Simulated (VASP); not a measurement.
# Fe (Fmmm) in VASP: further runs, part 2 of 2

VASP 6.6.1. The steps go on from the part before.

## 3. Single point, PBEsol, collinear spin, ferromagnetic start

The input, INCAR:

```
  PREC = Accurate
  ENCUT = 450
  EDIFF = 1E-6
  ISMEAR = 1
  SIGMA = 0.1
  LREAL = False
  LASPH = True
  NELM = 100
  ALGO = Normal
  ISIF = 2
  LWAVE = False
  LCHARG = False
  ISPIN = 2
  MAGMOM = 3
  LORBIT = 11
  LMAXMIX = 4
  GGA = PS
  NBANDS = 14
  ADDGRID = False
```

The input, KPOINTS:

```
Automatic mesh
0
Gamma
  5 5 5
```

The input, POSCAR:

```
Fe
1.0
    0.0000000000      1.9417396906      1.9651051623
    1.4984397099      0.0000000000      1.9651051623
    1.4984397099      1.9417396906      0.0000000000
Fe
1
Direct
    0.0000000000      0.0000000000      0.0000000000
```

Potentials or basis: VASP PAW PBE potentials, release 64 (Fe).

Launch:

```console
> cat potpaw_PBE.64/Fe/POTCAR > POTCAR
> mpirun -np 1 vasp_std > vasp.out
```

Wall time 5.3 s (1 thread of Intel Xeon 6975P-C (Granite Rapids), shared host); peak memory 0.12 GiB.

These settings aren't checked as converged: the numbers below hold their error.

Results:

```
Free energy                                           : -8.8228 eV
Pressure                                              : -12.7 GPa
Band gap on the k mesh                                : none (metal or under the smearing width)
Net moment                                            : 2.06 μB per cell
Site moments                                          : Fe +2.04 μB
Valence electrons inside the program's atomic spheres : Fe 7.25
```

Caveat: the k mesh is coarse (spacing up to 0.62 Å⁻¹), so the values aren't converged; the PAW data sets were made with another functional, which shifts forces and pressure a little.

## 4. Single point, PBEsol, collinear spin, ferromagnetic start

Edit INCAR of step 3 so:

```diff
@@ -1,3 +1,3 @@
   PREC = Accurate
-  ENCUT = 450
+  ENCUT = 350
   EDIFF = 1E-6
```

The input, KPOINTS:

```
Automatic mesh
0
Gamma
  6 6 6
```

POSCAR is that of step 3.

Launch:

```console
> cat potpaw_PBE.64/Fe/POTCAR > POTCAR
> mpirun -np 1 vasp_std > vasp.out
```

Run time: 6.3 s. Hardware: 1 thread of Intel Xeon 6975P-C (Granite Rapids), shared host; peak memory 0.12 GiB.

The run converged, but some of its settings lie outside the range that counts as converged, so its numbers aren't taken as properties of the crystal.

What came out:

| Quantity | Value |
| --- | --- |
| Free energy | -8.9167 eV |
| Pressure | -9.8 GPa |
| Band gap on the k mesh | none (metal or under the smearing width) |
| Net moment | 2.26 μB per cell |
| Site moments | Fe +2.25 μB |
| Valence electrons inside the program's atomic spheres | Fe 7.26 |

Caveat: the k mesh is coarse (spacing up to 0.52 Å⁻¹), so the values aren't converged; the PAW data sets were made with another functional, which shifts forces and pressure a little.

## 5. Single point, PBEsol, collinear spin, ferromagnetic start

Edit INCAR of step 4 so:

```diff
@@ -1,3 +1,3 @@
   PREC = Accurate
-  ENCUT = 350
+  ENCUT = 550
   EDIFF = 1E-6
```

The input, KPOINTS:

```
Automatic mesh
0
Gamma
  5 5 5
```

POSCAR is that of step 4.

Potentials or basis: VASP PAW PBE potentials, release 64 (Fe).

Launch:

```console
> cat potpaw_PBE.64/Fe/POTCAR > POTCAR
> mpirun -np 1 vasp_std > vasp.out
```

OUTCAR:

```text
PREC = Accurate
   ENCUT = 550
   EDIFF = 1E-6
   ISMEAR = 1
   LREAL = False
   LASPH = True
   NELM = 100
   ISIF = 2
   ISPIN = 2
   LORBIT = 11
   GGA = PS

 Found     27 irreducible k-points:

 Following reciprocal coordinates:
            Coordinates               Weight
  0.000000  0.000000  0.000000      1.000000
  0.200000  0.000000  0.000000      8.000000
  0.400000 -0.000000 -0.000000      8.000000
  0.200000  0.200000  0.000000      2.000000
  0.400000  0.200000 -0.000000      8.000000
 -0.400000  0.200000  0.000000      8.000000
   k-points           NKPTS =     27   k-points in BZ     NKDIM =     27   number of bands    NBANDS=     14
   number of dos      NEDOS =    301   number of ions     NIONS =      1
   total plane-waves  NPLWV =   9600
   dimension x,y,z NGX =    24 NGY =   20 NGZ =   20
   dimension x,y,z NGXF=    48 NGYF=   40 NGZF=   40
   ions per type =               1
   NGX,Y,Z   is equivalent  to a cutoff of  14.44, 13.45, 13.56 a.u.
   NGXF,Y,Z  is equivalent  to a cutoff of  28.89, 26.91, 27.11 a.u.
 SYSTEM =  unknown system
   PREC   = accura    normal or accurate (medium, high low for compatibility)
   ISTART =      0    job   : 0-new  1-cont  2-samecut
   ICHARG =      2    charge: 1-file 2-atom 10-const
   ISPIN  =      2    spin polarized calculation?
[... 260 lines left out ...]
      4       6.7384     -0.00000
      5       7.3822     -0.00000
      6      10.4771      0.00000
      7      13.9936      0.00000
      8      19.2624      0.00000
      9      25.7916      0.00000
     10      32.6282      0.00000
     11      35.4805      0.00000
     12      40.4297      0.00000
     13      44.2087      0.00000
     14      47.6785      0.00000

 [... further k-points ...]

------------------------ aborting loop because EDIFF is reached ----------------------------------------

  FORCE on cell =-STRESS in cart. coord.  units (eV):
  Direction    XX          YY          ZZ          XY          YZ          ZX
  --------------------------------------------------------------------------------------
  -------------------------------------------------------------------------------------
  Total       -1.5109503     -0.5266267     -0.6842891      0.0000000      0.0000000      0.0000000
  in kB     -211.6969912    -73.7848779    -95.8747266      0.0000000      0.0000000      0.0000000
  external PRESSURE =    -127.1188652 kB  Pullay stress =       0.0000000 kB

 VOLUME and BASIS-vectors are now :
 -----------------------------------------------------------------------------
  energy-cutoff  :      550.00
  volume of cell :       11.44
      direct lattice vectors                 reciprocal lattice vectors
     0.000000000  1.941739691  1.965105162    -0.333680426  0.257501045  0.254439309
     1.498439710  0.000000000  1.965105162     0.333680426 -0.257501045  0.254439309
     1.498439710  1.941739691  0.000000000     0.333680426  0.257501045 -0.254439309

 POSITION                                       TOTAL-FORCE (eV/Angst)
 -----------------------------------------------------------------------------------
      0.00000      0.00000      0.00000         0.000000      0.000000      0.000000
 -----------------------------------------------------------------------------------
    total drift:                                0.000000      0.000000      0.000000

  FREE ENERGIE OF THE ION-ELECTRON SYSTEM (eV)
  ---------------------------------------------------
  free  energy   TOTEN  =        -8.8228732151 eV

  energy  without entropy=       -8.8216375182  energy(sigma->0) =       -8.82246132

 total charge

# of ion       s       p       d       tot
------------------------------------------
    1        0.487   0.546   6.222   7.255

 magnetization (x)

# of ion       s       p       d       tot
------------------------------------------
    1       -0.011  -0.034   2.087   2.043
```

Run time: 6.8 s. Hardware: 1 thread of Intel Xeon 6975P-C (Granite Rapids), shared host; peak memory 0.13 GiB.

The run converged, but some of its settings lie outside the range that counts as converged, so its numbers aren't taken as properties of the crystal.

What came out:

| Quantity | Value |
| --- | --- |
| Free energy | -8.8229 eV |
| Pressure | -12.7 GPa |
| Band gap on the k mesh | none (metal or under the smearing width) |
| Net moment | 2.06 μB per cell |
| Site moments | Fe +2.04 μB |
| Valence electrons inside the program's atomic spheres | Fe 7.25 |

Caveat: the k mesh is coarse (spacing up to 0.62 Å⁻¹), so the values aren't converged; the PAW data sets were made with another functional, which shifts forces and pressure a little.

## 6. Single point, PBEsol, collinear spin, ferromagnetic start

Edit INCAR of step 5 so:

```diff
@@ -1,3 +1,3 @@
   PREC = Accurate
-  ENCUT = 550
+  ENCUT = 400
   EDIFF = 1E-6
```

The input, KPOINTS:

```
Automatic mesh
0
Gamma
  6 6 6
```

POSCAR is that of step 5.

Potentials or basis: VASP PAW PBE potentials, release 64 (Fe).

Launch:

```console
> cat potpaw_PBE.64/Fe/POTCAR > POTCAR
> mpirun -np 1 vasp_std > vasp.out
```

It took 5.4 s on 1 thread of Intel Xeon 6975P-C (Granite Rapids), shared host; peak memory 0.12 GiB.

The run converged, but some of its settings lie outside the range that counts as converged, so its numbers aren't taken as properties of the crystal.

Results:

* Free energy: -8.9119 eV
* Pressure: -9.9 GPa
* Band gap on the k mesh: none (metal or under the smearing width)
* Net moment: 2.26 μB per cell
* Site moments: Fe +2.25 μB
* Valence electrons inside the program's atomic spheres: Fe 7.26

Caveat: the k mesh is coarse (spacing up to 0.52 Å⁻¹), so the values aren't converged; the PAW data sets were made with another functional, which shifts forces and pressure a little.
